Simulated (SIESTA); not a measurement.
CdSe (Cadmoselite):

```
Cd Se
1.0
     4.30000    0.00000    0.00000
    -2.15000    3.72391    0.00000
     0.00000    0.00000    7.02000
Cd Se
2 2
Direct
  0.66667 0.33333 0.50000
  0.33333 0.66667 0.00000
  0.66667 0.33333 0.88500
  0.33333 0.66667 0.38500
```

Base run:

```yaml
Program: SIESTA 5.4.2
Functional: vdW-DF-cx
Potentials_or_basis: PseudoDojo 0.4 standard (PBE files)
Basis: DZP (energy shift 0.003 Ry; two zetas on semicore shells)
Grid_cutoff: 800 Ry
Energy_shift: 0.003 Ry
k_mesh: 7 × 7 × 4
Occupations: fermi-dirac, width 0.05 eV
Spin: no spin polarisation
```

Its results: band gap on the k mesh 0.85 eV, direct; pressure 1.0 GPa; largest force 0.313 eV/Å.

Problem. The run is repeated on the same cell with these changes: functional from vdW-DF-cx to PBE; basis from DZP (energy shift 0.003 Ry; two zetas on semicore shells) to TZP (energy shift 0.003 Ry; two zetas on semicore shells). What comes out?

Solution. Band gap on the k mesh 0.86 eV, direct; pressure 3.4 GPa; largest force 0.322 eV/Å.

Several settings changed at once, so the effect can't be laid on one alone.

Caveats: the basis of atomic orbitals isn't converged, which shifts pressures, moduli and gaps; the potentials were made for another functional, which shifts forces and pressure (some runs).
